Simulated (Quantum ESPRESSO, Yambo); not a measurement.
# KF (Carobbiite): G0W0 in Yambo against the bands, part 2 of 2

Aim: move the bands of a G0W0 run on KF (Carobbiite) over a wide range.

Yambo 5.3.0; PBE and many-body steps on it, plane waves. Known limits of the many-body steps: not at the basis limit; coarse k mesh.

So far. Step 4 (121 bands): Against the run before, the gap moves by +0.081 eV.

## 5. 217 bands

Level of this step: G0W0 on PBE, plane waves, norm-conserving pseudopotentials (Yambo).

The input, gw4.in:

```
HF_and_locXC
gw0
dyson
ppa
em1d
rim_cut
RandQpts= 1000000
RandGvec= 1 RL
EXXRLvcs= 72 Ry
VXCRLvcs= 288 Ry
Chimod= "HARTREE"
% BndsRnXp
 1 | 217 |
%
NGsBlkXp= 15.5 Ry
% LongDrXp
 1 | 1 | 1 |
%
% GbndRnge
 1 | 217 |
%
DysSolver= "n"
ExtendOut
PPAPntXp= 27.21138 eV
% QPkrange
 1 | 1 | 7 | 10 |
%
```

Command:

```console
OMP_NUM_THREADS=1 mpirun -n 8 yambo -F gw4.in -J gw4 -C gw4 > gw4.log
```

The program printed:

```text
 Yambo, version 5.3.0

 [02] CORE Variables Setup
 =========================

  [... cell, symmetries and grids as in the set-up ...]

  [02.05] Energies & Occupations
  ==============================

  [X] === General ===
  [X] Electronic Temperature                        :  0.000000  0.000000 [eV K]
  [X] Bosonic    Temperature                        :  0.000000  0.000000 [eV K]
  [X] Finite Temperature mode                       : no
  [X] El. density                                   :  0.41942E+24 [cm-3]
[...]
Sx RL components                                 :  2733

   QP @ state[ 1 ] K range                          :  1  1
   QP @ state[ 1 ] b range                          :   7  10
   GF energies kind                                 : Perdew, Burke & Ernzerhof(X)+Perdew, Burke & Ernzerhof(C)
   GF WF`s kind                                     : Perdew, Burke & Ernzerhof(X)+Perdew, Burke & Ernzerhof(C)
   Xs energies kind                                 : Perdew, Burke & Ernzerhof(X)+Perdew, Burke & Ernzerhof(C)
   Xs WF`s kind                                     : Perdew, Burke & Ernzerhof(X)+Perdew, Burke & Ernzerhof(C)

 [11] Game Over & Game summary
```

It took 61 s on 8 MPI ranks of Arm Neoverse V1, shared host; peak memory 3.2 GiB; 8 min of CPU time.

Numbers from this step:

```yaml
g0w0_gap_on_the_points_computed: 9.651 eV
starting_gap_on_the_mesh: 6.199 eV
k_of_the_valence_top: 0, 0, 0
k_of_the_conduction_bottom: 0, 0, 0
least_direct_g0w0_gap_on_the_computed_points: 9.651 eV
```

Against the run before, the gap moves by +0.098 eV.

## 6. 330 bands

The input, gw5.in:

```
HF_and_locXC
gw0
dyson
ppa
em1d
rim_cut
RandQpts= 1000000
RandGvec= 1 RL
EXXRLvcs= 72 Ry
VXCRLvcs= 288 Ry
Chimod= "HARTREE"
% BndsRnXp
 1 | 330 |
%
NGsBlkXp= 15.5 Ry
% LongDrXp
 1 | 1 | 1 |
%
% GbndRnge
 1 | 330 |
%
DysSolver= "n"
ExtendOut
PPAPntXp= 27.21138 eV
% QPkrange
 1 | 1 | 7 | 10 |
%
```

Command:

```console
OMP_NUM_THREADS=1 mpirun -n 8 yambo -F gw5.in -J gw5 -C gw5 > gw5.log
```

The program printed:

```text
 Yambo, version 5.3.0

 [02] CORE Variables Setup
 =========================

  [... cell, symmetries and grids as in the set-up ...]

  [02.05] Energies & Occupations
  ==============================

  [X] === General ===
  [X] Electronic Temperature                        :  0.000000  0.000000 [eV K]
  [X] Bosonic    Temperature                        :  0.000000  0.000000 [eV K]
  [X] Finite Temperature mode                       : no
  [X] El. density                                   :  0.41942E+24 [cm-3]
[...]
Sx RL components                                 :  2733

   QP @ state[ 1 ] K range                          :  1  1
   QP @ state[ 1 ] b range                          :   7  10
   GF energies kind                                 : Perdew, Burke & Ernzerhof(X)+Perdew, Burke & Ernzerhof(C)
   GF WF`s kind                                     : Perdew, Burke & Ernzerhof(X)+Perdew, Burke & Ernzerhof(C)
   Xs energies kind                                 : Perdew, Burke & Ernzerhof(X)+Perdew, Burke & Ernzerhof(C)
   Xs WF`s kind                                     : Perdew, Burke & Ernzerhof(X)+Perdew, Burke & Ernzerhof(C)

 [11] Game Over & Game summary
```

Elapsed: 91 s, on 8 MPI ranks; peak memory 3.7 GiB; 12 min of CPU time.

Numbers from this step:

```
G0W0 gap on the points computed              : 9.701 eV
starting gap on the mesh                     : 6.199 eV
k of the valence top                         : 0, 0, 0
k of the conduction bottom                   : 0, 0, 0
least direct G0W0 gap on the computed points : 9.701 eV
```

Against the run before, the gap moves by +0.050 eV.

## 7. 458 bands

The input, gw6.in:

```
HF_and_locXC
gw0
dyson
ppa
em1d
rim_cut
RandQpts= 1000000
RandGvec= 1 RL
EXXRLvcs= 72 Ry
VXCRLvcs= 288 Ry
Chimod= "HARTREE"
% BndsRnXp
 1 | 458 |
%
NGsBlkXp= 15.5 Ry
% LongDrXp
 1 | 1 | 1 |
%
% GbndRnge
 1 | 458 |
%
DysSolver= "n"
ExtendOut
PPAPntXp= 27.21138 eV
% QPkrange
 1 | 1 | 7 | 10 |
%
```

Command:

```console
OMP_NUM_THREADS=1 mpirun -n 8 yambo -F gw6.in -J gw6 -C gw6 > gw6.log
```

The program printed:

```text
 Yambo, version 5.3.0

 [02] CORE Variables Setup
 =========================

  [... cell, symmetries and grids as in the set-up ...]

  [02.05] Energies & Occupations
  ==============================

  [X] === General ===
  [X] Electronic Temperature                        :  0.000000  0.000000 [eV K]
  [X] Bosonic    Temperature                        :  0.000000  0.000000 [eV K]
  [X] Finite Temperature mode                       : no
  [X] El. density                                   :  0.41942E+24 [cm-3]
[...]
Sx RL components                                 :  2733

   QP @ state[ 1 ] K range                          :  1  1
   QP @ state[ 1 ] b range                          :   7  10
   GF energies kind                                 : Perdew, Burke & Ernzerhof(X)+Perdew, Burke & Ernzerhof(C)
   GF WF`s kind                                     : Perdew, Burke & Ernzerhof(X)+Perdew, Burke & Ernzerhof(C)
   Xs energies kind                                 : Perdew, Burke & Ernzerhof(X)+Perdew, Burke & Ernzerhof(C)
   Xs WF`s kind                                     : Perdew, Burke & Ernzerhof(X)+Perdew, Burke & Ernzerhof(C)

 [11] Game Over & Game summary
```

It took 2.1 min on 8 MPI ranks; peak memory 4.2 GiB; 17 min of CPU time.

Numbers from this step:

* G0W0 gap on the points computed: 9.728 eV
* starting gap on the mesh: 6.199 eV
* k of the valence top: 0, 0, 0
* k of the conduction bottom: 0, 0, 0
* least direct G0W0 gap on the computed points: 9.728 eV

Against the run before, the gap moves by +0.027 eV.

## 8. The runs together

Times are wall times on 8 MPI ranks of Arm Neoverse V1, shared host, good to a factor of about two.

```tsv
run	mesh	bands	screening cutoff (eV)	DFT gap (eV)	gap on the mesh (eV)	direct (eV)	time
34 bands	4×4×4	34	210.9	6.199	9.499	9.499	12 s
64 bands	4×4×4	64	210.9	6.199	9.472	9.472	20 s
121 bands	4×4×4	121	210.9	6.199	9.553	9.553	36 s
217 bands	4×4×4	217	210.9	6.199	9.651	9.651	61 s
330 bands	4×4×4	330	210.9	6.199	9.701	9.701	91 s
458 bands	4×4×4	458	210.9	6.199	9.728	9.728	2.1 min
```

## 9. Summary of results

| Property | Result |
| --- | --- |
| 34 bands | 9.499 eV |
| 64 bands | 9.472 eV |
| 121 bands | 9.553 eV |
| 217 bands | 9.651 eV |
| 330 bands | 9.701 eV |
| 458 bands | 9.728 eV |
| known limits | not at the basis limit; coarse k mesh |

The setting moved: bands. From 34 bands to 458 bands the gap moves by +0.23 eV, for 11 times the time, not steadily: it passes through 9.47 eV. The last step still moves it by +0.027 eV. Bands and screening cutoff are coupled, so a series along one setting does not show full convergence. Bands and cutoff are finite, so the gap is not at the basis limit. The miss can reach some tenths of an eV and take either sign; the mesh is an error of its own. In the G0W0 runs levels were corrected at 1 k point alone, so a gap called «on the mesh» is the least over those, and an edge elsewhere would be missed. The 4×4×4 mesh is coarse for this cell, which bears on the long-range parts of exchange and screening.

[Paths, hosts, dates, memory and timing lines, banners, echoed tables and standing remarks are left out of the program output.]

[Logs are printed without paths, hosts, clocks, repeated set-up lines and the standing remarks that a program may print on its own settings, such as how far it seeks lower states.]

[Runs of the session that timed out or met a known fault of the program may be left out.]

[Hosts, paths, dates, database ids (printed as entryN), source tags and the programs' standing remarks are cut or masked in the printed files.]
